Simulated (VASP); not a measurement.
Write the native input for VASP 6.6.1 that does the following.

* Task: relaxation of cell and atoms
* Functional: r2SCAN
* Potentials or basis: VASP PAW PBE potentials, release 64 (Ta_pv, H)
* Cutoff: 600 eV
* k mesh: 16 × 16 × 10
* Occupations: gaussian, width 0.1 eV
* Spin: no spin polarisation
* Further INCAR settings: ALGO = Normal; EDIFF = 1e-07; IBRION = 2; EDIFFG = -0.005; NSW = 90; ISIF = 3

The structure of Ta2H lies in POSCAR:

```
Ta2H
1.0
    1.7204951100     -2.3714690300      0.0000000000
    1.7204951100      2.3714690300      0.0000000000
    0.0000000000      0.0000000000      4.7585693900
Ta H
2 1
Direct
    0.0000000000      0.5000000000      0.2645697700
    0.5000000000      0.0000000000      0.7354302300
    0.0000000000      0.0000000000      0.0000000000
```

The cell comes from a database or a generator and needn't be the stable form of this composition.

One way to write it, as run:

INCAR

```
PREC = Accurate
ENCUT = 600
EDIFF = 1E-7
ISMEAR = 0
SIGMA = 0.1
LREAL = F
LASPH = T
NELM = 100
ALGO = Normal
ISIF = 3
LWAVE = F
LCHARG = F
METAGGA = R2SCAN
LMIXTAU = T
IBRION = 2
NSW = 90
EDIFFG = -0.005
```

KPOINTS

```
regular mesh
0
Gamma
  16 16 10
```

Potentials or basis: VASP PAW PBE potentials, release 64 (Ta_pv, H).

The run is started by

```sh
$ cat potpaw_PBE.64/Ta_pv/POTCAR potpaw_PBE.64/H/POTCAR > POTCAR
$ mpirun -np 1 vasp_std > vasp.out
```

It gave:

```yaml
Relaxed_volume: 12.93 Å³/atom
Relaxed_cell: a = 2.927 Å, b = 2.927 Å, c = 4.772 Å, α = 90.00°, β = 90.00°, γ = 108.40°
Space_group_after_relaxing_to_0.05_Å: C222 (No. 21)
Energy_gained_by_relaxing: 0.2 meV/atom
Ionic_steps: 8
Pressure_after_relaxing: 0.0 GPa
Band_gap_on_the_k_mesh: none (metal or under the smearing width)
```

Caveat: the PAW data sets were made with another functional, which shifts forces and pressure a little.

Wall time 60 min on 1 thread of Intel(R) Xeon(R) Platinum 8259CL CPU @ 2.50GHz (Skylake/Cascade Lake), on a shared host, peak memory 0.43 GiB.
